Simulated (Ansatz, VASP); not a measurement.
KTaO3: VASP beside Ansatz

File INCAR:

```
SYSTEM = KTaO3
PREC = Accurate
ENCUT = 520
EDIFF = 1E-6
ISMEAR = 0
SIGMA = 0.01
LREAL = .False.
LASPH = .True.
NELM = 60
ALGO = Normal
ISIF = 2
LWAVE = .False.
LCHARG = .True.
GGA = PE
LELF = .True.
LVHAR = .True.
NBANDS = 27
```

KPOINTS

```
regular mesh
0
Gamma
  6 6 6
  0 0 0
```

File POSCAR:

```
KTaO3
1.0
    3.9837714375      0.0000000000      0.0000000000
    0.0000000000      3.9837714375      0.0000000000
    0.0000000000      0.0000000000      3.9837714375
K Ta O
1 1 3
Direct
    0.0000000000      0.0000000000      0.0000000000
    0.5000000000      0.5000000000      0.5000000000
    0.5000000000      0.5000000000      0.0000000000
    0.5000000000      0.0000000000      0.5000000000
    0.0000000000      0.5000000000      0.5000000000
```

Input for Ansatz:

```yaml
crystal:
  lattice:
    - [3.9837714375, 0.0, 0.0]
    - [0.0, 3.9837714375, 0.0]
    - [0.0, 0.0, 3.9837714375]
  atoms:
    - { symbol: K, position: [0.0, 0.0, 0.0] }
    - { symbol: Ta, position: [0.5, 0.5, 0.5] }
    - { symbol: O, position: [0.5, 0.5, 0.0] }
    - { symbol: O, position: [0.5, 0.0, 0.5] }
    - { symbol: O, position: [0.0, 0.5, 0.5] }
kpoints:
  mp_grid: { grid: [6, 6, 6] }
hamiltonian:
  xc: pbe
scf:
  occupations: { method: fixed }
  n_extra_bands: 5
output:
  forces: true
  stress: true
  eigenvalues: true
```

Alike in both runs: task single point; functional PBE; k mesh 6 × 6 × 6; no spin polarisation.

```csv
,VASP,Ansatz
version,VASP 6.6.1,Ansatz 0.2.0
potentials or method,"VASP PAW PBE potentials, release 64 (K_sv, Ta_pv, O)","plane waves, PAW"
plane-wave cutoff (eV),520,420
occupations,"gaussian, width 0.01 eV",fixed
valence electrons in the cell,38,40
```

Ansatz gave:

```
gap on the k mesh at the Fermi level (eV) : 2.23
pressure (GPa)                            : 6.1
```

**Question.** Which values does VASP return?

**Answer.** gap on the k mesh at the Fermi level (eV): 2.18; pressure (GPa): 6.8.

The two sets of potentials don't hold the same shells in valence.

Caveats: spin-orbit coupling is left out, which moves the levels of the heavy elements. A k mesh can miss the band edges.
